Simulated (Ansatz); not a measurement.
The cell comes from COD entry 1534939, which wasn't checked; take it as a given geometry.

An input for Re and the output that it gave: DFT, PBE, all-electron LAPW, scalar-relativistic (Ansatz 0.2.0).

Command: `ansatz run input.yaml --threads 1 --pin off --max-ram 3072MiB --backend cpu --events-out ev --progress --plain --runs-dir out` The run took 14 s on 1 thread of Arm Neoverse V2, on a shared host, peak memory 0.32 GiB.

```yaml
crystal:
  lattice:
    - [0.0, 1.975, 1.975]
    - [1.975, 0.0, 1.975]
    - [1.975, 1.975, 0.0]
  atoms:
    - { symbol: Re, position: [0.0, 0.0, 0.0] }
kpoints:
  mp_grid: { grid: [14, 14, 14] }
  band_path:
    path:
      - [0.0, 0.0, 0.0]
      - [0.5, 0.0, 0.5]
      - [0.625, 0.25, 0.625]
      - [0.375, 0.375, 0.75]
      - [0.0, 0.0, 0.0]
      - [0.5, 0.5, 0.5]
      - [0.5, 0.25, 0.75]
      - [0.5, 0.0, 0.5]
    npoints: 14
scf:
  occupations: { method: fermi_dirac, width: 0.03 }
hamiltonian:
  xc: pbe
  pseudopotentials: { kind: all_electron, lapw: { basis_error: 0.001 } }
output:
  forces: true
  stress: true
  eigenvalues: true
  populations: true
  dos: { projected: true, de: 0.2, e_range: [-14, 8] }
```

What the program printed:

```
Re: projections on atomic orbitals take those of the free atom 1s2 2s2 2p6 3s2 3p6 3d10 4s2 4p6 4d10 4f14 5s2 5p6 5d5 6s2, of charge +0.00 (hamiltonian.pseudopotentials.projection_atoms)
LAPW: plane waves up to 8.373 Å⁻¹, error target 1.0e-3 eV per atom; small_component_spin mean_spin; Re in spheres of 1.397 Å, 39 of its electrons in bands, Dirac shells []
Engine: ansatz 0.2.0
Pseudopotentials: kind: all_electron
Pseudopotential: Re, LAPW, valence charge 39, Koelling and Harmon's equation, gaussian nucleus
Functional definition: PBE
  parameter kappa = 0.804
  parameter beta = 0.06672455060314922
  exchange = pbe_x(kappa = kappa, mu = beta*pi^2/3)
  correlation = pbe_c(beta = beta)
Crystal: 1 atoms, lattice volume = 15.407 Å³
Basis set: ecut = 267.10787835929426 eV, 169 PW (Γ), exchange–correlation at level 2
Bands: 24, of which v1, the nominal top of the filled ones, is band 20 counted from 1 (19 counted from 0)
Symmetry: 48 space group operations
Space group: Fm-3m (ITA 225), of the structure as read, at distance tolerance 2.5e-5 Å
k-points: 104 of 2744
Non-local potential: Re, projectors of the file, none
Initial density: superposition of atomic densities (chi_scale 0.1, normalization cell)
Initial wavefunctions: plane waves of lowest kinetic energy (no species holds an atomic orbital)
Functional: x = pbe(κ = 0.804, μ = 0.2195149727645171), c = pbe(β = 0.06672455060314922)
iter 1 solved again at ethr=1.69e-4 eV; its pass at ethr=1.00e-1 eV (dr2=6.58e-2 eV) is discarded
SCF iter   1: F=—  HF=-454153.081838 eV  |F-HF|=—  |Δ(HF+E_count)|=         —  Δρ=3.00e-2  dr2=6.63e-2  ethr=1.69e-4  ⟨swp⟩=3.0  Hψ=15793  notcnv=0
preconditioner: auto → Kerker (q_TF=auto, 3.185 Å⁻¹)  [metal: Δε(μ)=0.066 eV  Ē_g=36.326 eV  σ=0.030 eV  W_gap=0.40  n_scr=14 (ndim 8)  ℏωp=49.2 eV  f_vac=0.000  D(μ)=1.58/eV (n_scr^D=14)]
SCF iter   2: F=—  HF=-454152.894639 eV  |F-HF|=—  |Δ(HF+E_count)|=   1.87e-1  Δρ=1.37e-2  dr2=1.75e-2  ethr=1.69e-4  ⟨swp⟩=2.4  Hψ=7743  notcnv=0  defer=1
SCF iter   3: F=—  HF=-454152.884414 eV  |F-HF|=—  |Δ(HF+E_count)|=   1.02e-2  Δρ=8.90e-3  dr2=8.29e-3  ethr=4.48e-5  ⟨swp⟩=2.0  Hψ=7250  notcnv=0
SCF iter   4: F=—  HF=-454152.882499 eV  |F-HF|=—  |Δ(HF+E_count)|=         —  Δρ=4.98e-3  dr2=3.02e-3  ethr=2.12e-5  ⟨swp⟩=2.0  Hψ=7261  notcnv=0
the basis was enlarged: its passes take 104.1 KiB over the memory plan, 1 of 1 planned eigensolver slots
iter 5 solved again at ethr=7.05e-7 eV; its pass at ethr=7.73e-6 eV (dr2=2.75e-4 eV) is discarded
SCF iter   5: F=—  HF=-454152.882614 eV  |F-HF|=—  |Δ(HF+E_count)|=   1.15e-4  Δρ=1.37e-3  dr2=2.74e-4  ethr=7.05e-7  ⟨swp⟩=2.0  Hψ=12329  notcnv=0
SCF iter   6: F=—  HF=-454152.882646 eV  |F-HF|=—  |Δ(HF+E_count)|=   3.23e-5  Δρ=2.96e-4  dr2=1.08e-5  ethr=7.04e-7  ⟨swp⟩=2.0  Hψ=7249  notcnv=0
SCF iter   7: F=—  HF=-454152.882646 eV  |F-HF|=—  |Δ(HF+E_count)|=   1.01e-7  Δρ=8.15e-5  dr2=1.07e-6  ethr=2.78e-8  ⟨swp⟩=2.0  Hψ=7249  notcnv=0
SCF iter   8: F=-454152.882646 eV  HF=-454152.882646 eV  |F-HF|=4.66e-9  |Δ(HF+E_count)|=   1.46e-7  Δρ=1.92e-5  dr2=4.47e-8  ethr=2.75e-9  ⟨swp⟩=2.0  Hψ=7250  notcnv=0
SCF 1 converged in 8 iterations: F = -454152.882646 eV  dr2 = 4.47e-8
NSCF: frozen V_eff on 99 k-points
SCF converged after 8 iterations
Free energy (F): -454152.882646 eV
Harris-Foulkes:  -454152.882646 eV  (|F-HF|=4.66e-9)
Internal energy: -454152.878367 eV  (E = F + TS)
E sigma→0 (E₀):  -454152.880507 eV
Entropy (-TS):   -0.004279 eV (-4.279 meV/atom)
Fermi energy:    29.484620 eV
--- Per-component energies (eV) ---
  E_band       = -2302.725544
  E_kinetic    = 510336.151829
  E_xc         = -9044.362856
  E_electrostatic = -955444.667340  (all electrons and nuclei)
  E_smearing   = -0.004279  (= −TS)
  E_closure    = 0.000000  (closes the sum)
  E_atoms      = -454141.422780  (free atoms, spherical and without spin; not in F)
  Σ components = -454152.882646   (vs F -454152.882646, Δ=0.00e0)
  Basis errors (estimates in eV, not in F): energy 2.2e-4 per atom: plane waves 1.8e-4 (9.3e-5 summed), levels above the bands 1.0e-179, relativity 7.6e-8, radial functions 3.7e-5, core shells 6.7e-7; eigenvalues (radial functions only) 4.2e-6; not estimated: angular momenta, meshes, grids; target (lapw.basis_error) 1.0e-3; muffin-tin radii Re 1.397 Å
--- Forces (eV/Å), atoms counted from 1 ---
  atom   1  Re     0.00000000    -0.00000000     0.00000000
  max |Σ_I F_I| component: 1.27e-31 eV/Å
--- Stress (GPa, compression-positive) ---
       -9.026611       0.000000       0.000000
        0.000000      -9.026611      -0.000000
        0.000000      -0.000000      -9.026611
  P = ⅓ Tr σ = -9.0266 GPa (-90.266 kbar)
--- Band table (eV; the first three rows and the last of 104) ---
  k-point 0: bands = ["-220.3287", "-220.3287", "-220.3111", "-220.3111", "-220.3111", "-50.5670", "-11.9106", "-11.9106", "-11.9106", "-7.7201", "-7.7201", "-7.7201", "-7.7062", "-7.6876", "-7.6876", "-7.6876", "19.6869", "27.7205", "27.7205", "27.7205", "30.7112", "30.7112", "42.5199", "47.8498"]
  k-point 1: bands = ["-220.3287", "-220.3287", "-220.3111", "-220.3111", "-220.3111", "-50.5623", "-11.9652", "-11.9177", "-11.9177", "-7.7203", "-7.7195", "-7.7195", "-7.7053", "-7.6888", "-7.6888", "-7.6875", "19.9140", "27.5679", "27.8237", "27.8237", "30.6286", "30.6286", "42.9508", "46.8944"]
  k-point 2: bands = ["-220.3287", "-220.3287", "-220.3111", "-220.3111", "-220.3111", "-50.5492", "-12.1165", "-11.9377", "-11.9377", "-7.7208", "-7.7178", "-7.7178", "-7.7029", "-7.6921", "-7.6921", "-7.6874", "20.5532", "27.2138", "28.0616", "28.0616", "30.4909", "30.4909", "43.9779", "45.3747"]
  k-point 103: bands = ["-220.3287", "-220.3287", "-220.3111", "-220.3111", "-220.3111", "-50.4403", "-12.6633", "-12.5304", "-12.3040", "-7.7114", "-7.7105", "-7.7100", "-7.7093", "-7.7088", "-7.7057", "-7.6835", "24.6740", "25.7928", "27.1726", "29.8952", "33.8034", "38.9941", "39.0622", "40.2430"]
--- Löwdin populations: 1 site ---
  site symbol       q [e]
     0     Re     74.8374
  spilling = 0.002168 (of n_electrons = 75.000000)
```
